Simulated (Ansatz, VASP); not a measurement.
## Si (Si (Fd-3m)) in two plane-wave programs

Aim: how closely do two programs agree when they are given the same cell, functional and k mesh? The cell is taken from a series of runs on this material, whose earlier steps may have relaxed, scaled, displaced or heated it; both programs get it as it stands.

Method: plane waves, with VASP 6.6.1 beside it; relaxation of cell and atoms at PBEsol, in Ansatz 0.2.0.

## 1. Set-up

Symmetry: Fd-3m, No. 227, cubic system. Conventional cell: a = 5.444 Å, b = 5.444 Å, c = 5.444 Å, α = 90.00°, β = 90.00°, γ = 90.00°. Nearest to Si lie 4 Si at 2.36 Å.

## 2. VASP: relaxation of cell and atoms, PBEsol

The relaxed volume is the usual yardstick between codes: in a stiff, nearly cubic crystal its relative difference is about their pressure difference at one cell divided by the bulk modulus.

Lines of VASP's logs that name or quote its potential files are left out, and so is its time.

Input file INCAR:

```
SYSTEM = Si
PREC = Accurate
ENCUT = 500
EDIFF = 1E-07
NELM = 120
ISMEAR = 0
SIGMA = 0.01
LREAL = .FALSE.
ALGO = Normal
GGA = PS
NBANDS = 10
LORBIT = 11
LWAVE = .FALSE.
LCHARG = .FALSE.
ISIF = 3
IBRION = 2
NSW = 80
EDIFFG = -0.005
LASPH = .TRUE.
GGA_COMPAT = .FALSE.
NELMIN = 4
EFERMI = MIDGAP
```

Input file POSCAR:

```
Si
1.0
    0.0000000000      2.7218510000      2.7218510000
    2.7218510000      0.0000000000      2.7218510000
    2.7218510000      2.7218510000      0.0000000000
Si
2
Direct
    0.7500000459      0.7500000459      0.7499998623
    0.5000000459      0.5000000459      0.4999998623
```

Input file KPOINTS:

```
Automatic mesh
0
Gamma
9 9 9
0 0 0
```

PAW data sets: Si (PBE family, release 64).

On the command line:

```
> mpirun -np 1 vasp_std
```

Numbers of over 12 decimals in the logs are rounded to 6 here.

The log of the run:

```text
[banner, memory and clock lines left out]
running    1 mpi-ranks, on    1 nodes
 distrk:  each k-point on    1 cores,    1 groups
 distr:  one band on    1 cores,    1 groups

 POSCAR found type information on POSCAR Si
 POSCAR found :  1 types and       2 ions
|                                                                             |
|               ----> ADVICE to this user running VASP <----                  |
|                                                                             |
|     You enforced a specific xc type in the INCAR file but a different       |
|     [... a line on the potential file left out ...]
|     I HOPE YOU KNOW WHAT YOU ARE DOING!                                     |
|                                                                             |

 LDA part: xc-table for (Slater+PW92), standard interpolation
 POSCAR, INCAR and KPOINTS ok, starting setup
 FFT: planning ... GRIDC
 FFT: planning ... GRID_SOFT
 FFT: planning ... GRID
 WAVECAR not read
 entering main loop
       N       E                     dE             d eps       ncg     rms          rms(c)
DAV:   1     0.723904246780E+01    0.72390E+01   -0.32652E+03   700   0.626E+02
DAV:   2    -0.111579277047E+02   -0.18397E+02   -0.17719E+02  1008   0.839E+01
DAV:   3    -0.117068950675E+02   -0.54897E+00   -0.54816E+00   888   0.137E+01
DAV:   4    -0.117107058631E+02   -0.38108E-02   -0.38103E-02   870   0.137E+00
DAV:   5    -0.117107402410E+02   -0.34378E-04   -0.34377E-04   844   0.118E-01    0.492E+00
DAV:   6    -0.115597969149E+02    0.15094E+00   -0.85383E-02   810   0.125E+00    0.294E+00
DAV:   7    -0.114907901275E+02    0.69007E-01   -0.15147E-01   806   0.175E+00    0.179E-01
DAV:   8    -0.114913340927E+02   -0.54397E-03   -0.52259E-03   796   0.437E-01    0.782E-02
DAV:   9    -0.114913900704E+02   -0.55978E-04   -0.91544E-05   938   0.674E-02    0.540E-02
DAV:  10    -0.114914016037E+02   -0.11533E-04   -0.12225E-05   816   0.205E-02    0.855E-03
DAV:  11    -0.114914013437E+02    0.26000E-06   -0.39989E-07   906   0.355E-03    0.219E-03
DAV:  12    -0.114914013360E+02    0.77284E-08   -0.13777E-07   742   0.241E-03
   1 F= -.11491401E+02 E0= -.11491401E+02  d E =-.114914E+02
 curvature:   0.00 expect dE= 0.000E+00 dE for cont linesearch  0.000E+00
 trial: gam= 0.00000 g(F)=  0.565E-43 g(S)=  0.769E-03 ort = 0.000E+00 (trialstep = 0.100E+01)
 search vector abs. value=  0.769E-03
 bond charge predicted
       N       E                     dE             d eps       ncg     rms          rms(c)
DAV:   1    -0.114918528532E+02   -0.45151E-03   -0.11774E-02   760   0.510E-01    0.103E-01
DAV:   2    -0.114916301550E+02    0.22270E-03   -0.24380E-04   770   0.869E-02    0.639E-02
DAV:   3    -0.114915227012E+02    0.10745E-03   -0.23469E-04   748   0.648E-02    0.183E-02
DAV:   4    -0.114915231478E+02   -0.44658E-06   -0.35816E-06   820   0.131E-02    0.161E-02
DAV:   5    -0.114915240305E+02   -0.88275E-06   -0.30615E-07   770   0.348E-03    0.335E-03
DAV:   6    -0.114915239560E+02    0.74568E-07   -0.10686E-08   390   0.695E-04
   2 F= -.11491524E+02 E0= -.11491524E+02  d E =-.122620E-03
 trial-energy change:   -0.000123  1 .order   -0.000115   -0.000769    0.000540
 step:   0.5963(harm=  0.5877)  dis= 0.00000  next Energy=   -11.491632 (dE=-0.231E-03)
 bond charge predicted
       N       E                     dE             d eps       ncg     rms          rms(c)
DAV:   1    -0.114916898064E+02   -0.16578E-03   -0.19162E-03   754   0.205E-01    0.414E-02
DAV:   2    -0.114916525727E+02    0.37234E-04   -0.39557E-05   768   0.351E-02    0.259E-02
DAV:   3    -0.114916329512E+02    0.19621E-04   -0.38237E-05   744   0.261E-02    0.733E-03
DAV:   4    -0.114916327863E+02    0.16491E-06   -0.58550E-07   806   0.527E-03    0.642E-03
DAV:   5    -0.114916322039E+02    0.58236E-06   -0.47849E-08   424   0.140E-03    0.147E-03
DAV:   6    -0.114916322324E+02   -0.28492E-07   -0.40303E-09   366   0.449E-04
   3 F= -.11491632E+02 E0= -.11491632E+02  d E =-.230896E-03
 curvature:  -0.29 expect dE=-0.327E-07 dE for cont linesearch -0.327E-07
 trial: gam= 0.00000 g(F)=  0.321E-45 g(S)=  0.111E-06 ort =-0.926E-05 (trialstep = 0.919E+00)
 search vector abs. value=  0.112E-06
 reached required accuracy - stopping structural energy minimisation
```

From OUTCAR (step 2):

```text
ion  position               nearest neighbor table
   1  0.750  0.750  0.750-   2 2.36   2 2.36   2 2.36   2 2.36
   2  0.500  0.500  0.500-   1 2.36   1 2.36   1 2.36   1 2.36

  LATTYP: Found a face centered cubic cell.
 ALAT       =     5.4437020000

 Subroutine GETGRP returns: Found 48 space group operations
 (whereof 24 operations were pure point group operations)

The static configuration has the point symmetry T_d .
 The point group associated with its full space group is O_h .

 Found     35 irreducible k-points:

   k-points           NKPTS =     35   k-points in BZ     NKDIM =     35   number of bands    NBANDS=     10

   dimension x,y,z NGX =    28 NGY =   28 NGZ =   28
   dimension x,y,z NGXF=    56 NGYF=   56 NGZF=   56

   ENCUT  =  500.0 eV  36.75 Ry    6.06 a.u.   7.02  7.02  7.02*2*pi/ulx,y,z

   NELECT =       8.0000    total number of electrons

 k-points in reciprocal lattice and weights: Automatic mesh
   0.00000000  0.00000000  0.00000000       0.001
   0.11111111  0.00000000  0.00000000       0.011
   0.22222222  0.00000000  0.00000000       0.011
   0.33333333  0.00000000  0.00000000       0.011
   0.44444444  0.00000000  0.00000000       0.011
   0.11111111  0.11111111  0.00000000       0.008
   0.22222222  0.11111111  0.00000000       0.033
   0.33333333  0.11111111  0.00000000       0.033
   0.44444444  0.11111111  0.00000000       0.033
[...]
-0.33333333  0.44444444  0.11111111       0.033
  -0.33333333  0.44444444  0.22222222       0.033

 average (electrostatic) potential at core
       1 -83.0663       2 -83.0663

 E-fermi :   5.9985

 k-point     1 :       0.0000    0.0000    0.0000
  band No.  band energies     occupation
      1      -6.2086      2.00000
      2       5.7632      2.00000
      3       5.7632      2.00000
      4       5.7632      2.00000
      5       8.2791      0.00000
      6       8.2791      0.00000
      7       8.2791      0.00000
      8       9.0564      0.00000
      9      13.4498      0.00000
    ...

 k-point     2 :       0.1111    0.0000    0.0000
  band No.  band energies     occupation
      1      -6.0469      2.00000
      2       4.4068      2.00000
      3       5.5230      2.00000
      4       5.5230      2.00000
      5       8.2459      0.00000
      6       8.6313      0.00000
      7       8.6313      0.00000
      8      10.1710      0.00000
      9      13.0167      0.00000
    ...

 k-point     3 :       0.2222    0.0000    0.0000
  band No.  band energies     occupation
      1      -5.5714      2.00000
      2       2.3227      2.00000
      3       5.0971      2.00000
      4       5.0971      2.00000
      5       7.8214      0.00000
      6       9.1569      0.00000
      7       9.1569      0.00000
      8      12.1239      0.00000
      9      12.7804      0.00000
    ...

  Total        0.0012412      0.0012412      0.0012412      0.0000000      0.0000000     -0.0000000
  in kB        0.0495308      0.0495308      0.0495308      0.0000000      0.0000000     -0.0000000
  external PRESSURE =       0.0495308 kB  Pullay stress =       0.0000000 kB

  energy-cutoff  :      500.00
  volume of cell :       40.15
      direct lattice vectors                 reciprocal lattice vectors
    -0.000000000  2.717814223  2.717814223    -0.183971368  0.183971368  0.183971368
     2.717814223 -0.000000000  2.717814223     0.183971368 -0.183971368  0.183971368
     2.717814223  2.717814223 -0.000000000     0.183971368  0.183971368 -0.183971368

 POSITION                                       TOTAL-FORCE (eV/Angst)
 -----------------------------------------------------------------------------------
      4.07672      4.07672      4.07672         0.000000      0.000000      0.000000
      2.71781      2.71781      2.71781        -0.000000     -0.000000     -0.000000
 -----------------------------------------------------------------------------------
    total drift:                                0.000020      0.000020     -0.000026

  FREE ENERGIE OF THE ION-ELECTRON SYSTEM (eV)
  ---------------------------------------------------
  free  energy   TOTEN  =       -11.4916322324 eV

  energy  without entropy=      -11.4916322324  energy(sigma->0) =      -11.49163223

 reached required accuracy - stopping structural energy minimisation

 total charge
# of ion       s       p       d       tot
------------------------------------------
    1        0.752   0.937   0.000   1.689
    2        0.752   0.937   0.000   1.689
--------------------------------------------------
tot          1.504   1.874   0.000   3.378

[... 3 further parts left out ...]
```

## 3. Ansatz: relaxation of cell and atoms, PBEsol

Ansatz runs on its PAW soft_1 files.

The same cell, functional and mesh now go to Ansatz.

Input file input.yaml:

```yaml
crystal:
  lattice:
    - [0.0, 2.7218512, 2.7218512]
    - [2.7218512, 0.0, 2.7218512]
    - [2.7218512, 2.7218512, 0.0]
  atoms:
    - { symbol: Si, position: [0.75, 0.75, 0.75] }
    - { symbol: Si, position: [0.5, 0.5, 0.5] }
basis:
  ecutwfc: 420
  xc_grid: 2
hamiltonian:
  xc: pbesol
  pseudopotentials: { kind: paw, azcp: { folder: soft_1 }, xc_functional: pbe }
kpoints:
  mp_grid: { grid: [9, 9, 9] }
scf:
  occupations: { method: fixed }
  max_iter: 100
relax:
  f_tol: 0.005
  max_steps: 60
  cell: {}
output:
  forces: true
  stress: true
checkpoint:
  write: "../cell.run"
  compress: false
  write_wavefunctions: false
  write_every: 100000
```

On the command line:

```
> ansatz run input.yaml --threads 8 --pin off --max-ram 18841MiB --backend cpu --events-out ev --progress --plain --runs-dir out
```

The log of the run:

```text
Engine: ansatz 0.2.0, aarch64-unknown-linux-gnu
Pseudopotentials: kind: paw
Pseudopotential: Si, paw, valence charge 4, recommended cutoff 420 eV (normal), soft_1/Si.paw.azcp
Functional definition: PBEsol
  exchange = pbesol_x
  correlation = pbesol_c
Crystal: 2 atoms, lattice volume = 40.330 Å³
Basis set: ecut = 420 eV, 749 PW (Γ), exchange–correlation on 54×54×54 points (8 copies of the dense FFT grid, shifted against one another)
Bands: 8, of which v1, the nominal top of the filled ones, is band 4 counted from 1 (3 counted from 0)
Symmetry: 48 space group operations
Space group: Fd-3m (ITA 227), of the structure as read, at distance tolerance 3.4e-5 Å
k-points: 35 of 729
Non-local potential: Si, projectors of the file, l = 0: 2, l = 1: 2, l = 2: 1
PAW form: soft (Blöchl's): semilocal exchange-correlation on the pseudo side does not see the compensation charge
PAW frozen core: Si, regenerated for the run's functional, and the local potential with it (the file was generated under x = pbe(κ = 0.804, μ = 0.219515), c = pbe(β = 0.066725))
PAW one-centre angular grid: Si, 110 points (default); XC on 64 Gauss nodes
Initial density: superposition of atomic densities (chi_scale 0.1, normalization cell)
Initial wavefunctions: pseudopotential atomic-orbital guess
Functional: x = pbesol(κ = 0.804, μ = 0.123457), c = pbesol(β = 0.046)
SCF iter   1: F=—  HF=-1243.200216 eV  |F-HF|=—  |Δ(HF+E_count)|=         —  Δρ=4.55e-2  dr2=7.41e-1  ethr=3.10e-3  ⟨swp⟩=4.7  Hψ=2049  notcnv=0  defer=55
preconditioner: auto → none  [insulator: Δε(μ)=0.842 eV  Ē_g=9.530 eV  n_scr=8 (ndim 8)  ℏωp=16.5 eV  f_vac=0.000  ε∞_Penn≈4.0]
SCF iter   2: F=—  HF=-1243.014813 eV  |F-HF|=—  |Δ(HF+E_count)|=   1.85e-1  Δρ=1.96e-2  dr2=1.19e-1  ethr=3.10e-3  ⟨swp⟩=1.9  Hψ=625  notcnv=0  defer=62
SCF iter   3: F=—  HF=-1242.986175 eV  |F-HF|=—  |Δ(HF+E_count)|=   2.86e-2  Δρ=1.46e-3  dr2=5.48e-4  ethr=1.48e-3  ⟨swp⟩=1.9  Hψ=335  notcnv=0  defer=62
SCF iter   4: F=—  HF=-1242.986450 eV  |F-HF|=—  |Δ(HF+E_count)|=   2.76e-4  Δρ=2.42e-4  dr2=1.34e-5  ethr=6.85e-6  ⟨swp⟩=2.1  Hψ=479  notcnv=0  defer=64
SCF iter   5: F=—  HF=-1242.986451 eV  |F-HF|=—  |Δ(HF+E_count)|=   5.08e-7  Δρ=2.85e-5  dr2=3.48e-7  ethr=1.68e-7  ⟨swp⟩=2.3  Hψ=413  notcnv=0  defer=30
SCF iter   6: F=-1242.986451 eV  HF=-1242.986451 eV  |F-HF|=5.97e-10  |Δ(HF+E_count)|=   4.04e-8  Δρ=3.77e-6  dr2=6.03e-9  ethr=1.25e-9  ⟨swp⟩=4.3  Hψ=854  notcnv=0
SCF 1 converged in 6 iterations: F = -1242.986451 eV  dr2 = 6.03e-9
  greatest PAW one-centre occupation: 0.626 electrons in one spin orbital (limit 2), on the Si atom at site 1 (counted from 0), in its partial waves of l = 0
relax step   1: F+E_penalty+E_count = -1242.98645087 eV  Δ(F+E_penalty+E_count) = +0.000e0 eV  max|allowed force component| = 9.252e-18 eV/Å  Δτ_max = 0.0000 Å  P = -0.523 GPa  Ω = 40.330 Å³  (6 SCF iters, dr2 threshold 1.00e-7 eV, accepted)
[...]
relax step   2: F+E_penalty+E_count = -1242.98680482 eV  Δ(F+E_penalty+E_count) = -3.540e-4 eV  max|allowed force component| = 3.701e-17 eV/Å  Δτ_max = 0.0000 Å  P = -0.123 GPa  Ω = 40.156 Å³  energy of the carried Pulay correction = +3.153e-6 eV  (3 SCF iters, dr2 threshold 2.00e-7 eV, accepted)
[...]
relax step   3: F+E_penalty+E_count = -1242.98682611 eV  Δ(F+E_penalty+E_count) = -2.128e-5 eV  max|allowed force component| = 4.163e-17 eV/Å  Δτ_max = 0.0000 Å  P = +0.001 GPa  Ω = 40.103 Å³  energy of the carried Pulay correction = +4.122e-6 eV  (3 SCF iters, dr2 threshold 3.79e-8 eV, accepted)
[...]
relax step   4: F+E_penalty+E_count = -1242.98682221 eV  Δ(F+E_penalty+E_count) = +3.898e-6 eV  max|allowed force component| = 6.881e-17 eV/Å  Δτ_max = 0.0000 Å  P = +0.001 GPa  Ω = 40.103 Å³  stress off target by 1.16e-3 GPa  SCF on the basis re-selected at this cell (its energy is not comparable with the rows above)  (3 SCF iters)
basis re-selected at this cell: Δ(F+E_penalty+E_count) = +3.898e-6 eV, ΔP = +0.000 GPa vs the last step (what re-selecting the basis moved, of the pressure what is left beyond the Pulay correction that the steps carried, after the strain that the cell walked since its last selection, with what the two solves' SCF thresholds leave and, on support functions, any second-order correction that the steps lacked; it is no m [...]
SCF converged after 3 iterations
Free energy (F): -1242.986822 eV
Harris-Foulkes:  -1242.986822 eV  (|F-HF|=2.05e-12)
Internal energy: -1242.986822 eV  (E = F + TS)
E sigma→0 (E₀):  -1242.986822 eV
Fermi energy:    6.156956 eV
--- Per-component energies (eV) ---
  E_band       = 8.591815
  E_kinetic    = 80.988290
  E_local      = -48.891086  (includes V_loc(G=0)·N_el)
  E_nonlocal   = 45.841794
  E_hartree    = 14.658545
  E_xc         = -111.719261
  E_vxc        = -95.461596  (∫ρ·V_xc dr)
  E_paw        = -995.513296  (= ΣΔE_a)
  E_vpaw       = -3.202753  (= ΣTr[D̂ρ^β])
  E_aug_tail   = 0.000075  (compensation charges beyond the density's cutoff)
  E_ewald      = -228.415006
  E_core_change = 0.063121  (= ΣΔE_core)
  E_smearing   = -0.000000  (= −TS)
  E_closure    = 0.000000  (closes the sum)
  Σ components = -1242.986822   (vs F -1242.986822, Δ=0.00e0)
--- Forces (eV/Å), atoms counted from 1 ---
  atom   1  Si    -0.00000000    -0.00000000     0.00000000
  atom   2  Si     0.00000000     0.00000000    -0.00000000
  max |Σ_I F_I| component: 5.55e-17 eV/Å
--- Stress (GPa, compression-positive) ---
        0.001159      -0.000000      -0.000000
       -0.000000       0.001159      -0.000000
        0.000000      -0.000000       0.001159
  P = ⅓ Tr σ = 0.0012 GPa (0.012 kbar)
--- Relaxed structure (3 steps of the walk, 3 accepted, 1 SCFs on fresh bases) ---
  F+E_penalty+E_count = -1242.98682221 eV   max|allowed force component| = 6.881e-17 eV/Å   (the final SCF, on the basis selected at the relaxed cell)
  cell:  # Å, volume = 40.1027 Å³
    - [0, 2.716739, 2.716739]
    - [2.716739, 0, 2.716739]
    - [2.716739, 2.716739, 0]
  atoms:
    - { symbol: Si, position: [0.75, 0.75, 0.75] }
    - { symbol: Si, position: [0.5, 0.5, 0.5] }
```

## 4. Comparison

Known differences besides the potentials themselves: fixed occupations in Ansatz, narrow Gaussian smearing in VASP; the cutoff is 420 eV in Ansatz and 500 eV in VASP; Ansatz makes its cores anew for this functional, VASP keeps those of its PBE data sets; Ansatz adds a Pulay correction to the stress that steers its cell, VASP none. Total energies have different zeros and are not compared.

The two programs side by side:

| quantity | Ansatz | VASP | difference |
| --- | --- | --- | --- |
| volume (Å³) | 40.10 | 40.15 | -0.12 % |
| edge a after relaxation, in the typed setting (Å) | 3.842 | 3.844 | -0.04 % |

## 5. Outcome

```
difference in volume (relaxation of cell and atoms, PBEsol) : -0.12 %
```

In words: The difference in volume is -0.12 % (relaxation of cell and atoms, PBEsol), within the 1.2 % picked in this series as the mark of a large difference, as far as the stopping tolerances let one tell. Such differences can come from data sets, numerical settings and the points named under the comparisons, not from the functional's error against experiment.

[Lines on the potential files, build, host, timing and source positions are cut from VASP's logs without a mark.]

[Logs are printed without paths, hosts, clocks, repeated set-up lines and the standing remarks that a program may print on its own settings, such as how far it seeks lower states.]

[Hosts, paths, dates, database ids (printed as entryN), source tags and the programs' standing remarks are cut or masked in the printed files.]
